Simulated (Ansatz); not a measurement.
A distorted cell of BaSnO$_{3}$ (cubic perovskite):

```
BaSnO3
1.0
    8.35215     0.00000     0.00000
    4.17608     4.17608     0.00000
    4.17608     0.00000     4.17608
Ba Sn O
2 2 6
Direct
  0.00000   0.00000   0.00000
  0.50000   0.00000   0.00000
  0.75000   0.50000   0.50000
  0.25000   0.50000   0.50000
  0.50424   0.50000   0.50000
  0.99576   0.50000   0.50000
  0.01197   0.50000   0.97605
  0.48803   0.50000   0.02395
  0.99227   0.01546   0.50000
  0.50773   0.98454   0.50000
```

All values below come from PBE (plane waves to 420 eV, PAW, scalar-relativistic; Ansatz, a program for electronic structure). k mesh 8×8×8 (Γ-centred), Fermi-Dirac smearing 0.05 eV. Stress and pressure are positive under compression. BaSnO3 was relaxed with its symmetry unable to fall.

Problem. What forces act on the atoms (eV/Å, Cartesian)?

Solution. 
| atom | Fx | Fy | Fz |
|---|---|---|---|
| Ba1 | 0.000 | 0.000 | 0.000 |
| Ba2 | 0.000 | 0.000 | 0.000 |
| Sn3 | 0.000 | 0.000 | 0.000 |
| Sn4 | 0.000 | 0.000 | 0.000 |
| O5 | -0.387 | 0.000 | 0.000 |
| O6 | 0.387 | 0.000 | 0.000 |
| O7 | 0.000 | 0.000 | 1.144 |
| O8 | 0.000 | 0.000 | -1.144 |
| O9 | 0.000 | -0.717 | 0.000 |
| O10 | 0.000 | 0.717 | 0.000 |

Problem. What is the stress tensor (GPa)?

Solution. 
```
   0.75     0.00     0.00
   0.00     1.15     0.00
   0.00     0.00     1.96
```
The pressure, a third of the trace, is 1.29 GPa.

(A displaced cell: forces are minus the slopes of the energy, force constants its curvatures, and phonons follow from these.)
